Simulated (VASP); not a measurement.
**MgTe: single point with PBE**

The system is MgTe.

```
Mg Te
1.0
     4.60910    0.00000    0.00000
    -2.30455    3.99160    0.00000
     0.00000    0.00000    7.49819
Mg Te
2 2
Direct
  0.33333 0.66667 0.99674
  0.66667 0.33333 0.49674
  0.33333 0.66667 0.37326
  0.66667 0.33333 0.87326
```

```yaml
Program: VASP 6.6.1
Task: single point
Functional: PBE
Potentials_or_basis: VASP PAW PBE potentials, release 64 (Mg, Te)
Cutoff: 520 eV
k_mesh: 6 × 6 × 4
Occupations: gaussian, width 0.02 eV
Spin: no spin polarisation
Dipole_correction: no
Further_INCAR_settings: ALGO = Fast; EDIFF = 1e-07; NBANDS = 16
```

```
Pressure               : 0.0 GPa
Band gap on the k mesh : 2.36 eV, direct
```

Levels at points of the mesh, in eV from the valence-band top:
```
           k point  band 4  band 5  band 6  band 7  band 8  band 9  band 10  band 11  band 12  band 13
(0.00, 0.00, 0.00)   -0.48   -0.48   -0.01   -0.01    0.00    2.36     2.92     5.25     5.25     5.61
(0.50, 0.00, 0.00)   -2.55   -1.90   -1.19   -0.96   -0.43    3.17     3.83     4.25     5.48     6.54
(0.00, 0.00, 0.50)   -1.95   -0.26   -0.26   -0.26   -0.26    3.38     3.38     5.50     5.50     5.50
(0.50, 0.00, 0.50)   -3.08   -0.86   -0.86   -0.85   -0.85    3.21     3.21     4.25     4.25     6.99
```

It took 42 s on 1 thread of Intel(R) Xeon(R) Platinum 8488C (Sapphire Rapids), on a shared host, peak memory 0.26 GiB.

Caveat: spin-orbit coupling is left out, which moves the levels of the heavy elements. Expect the measured gap to be larger: semilocal functionals such as PBE lack the derivative discontinuity.
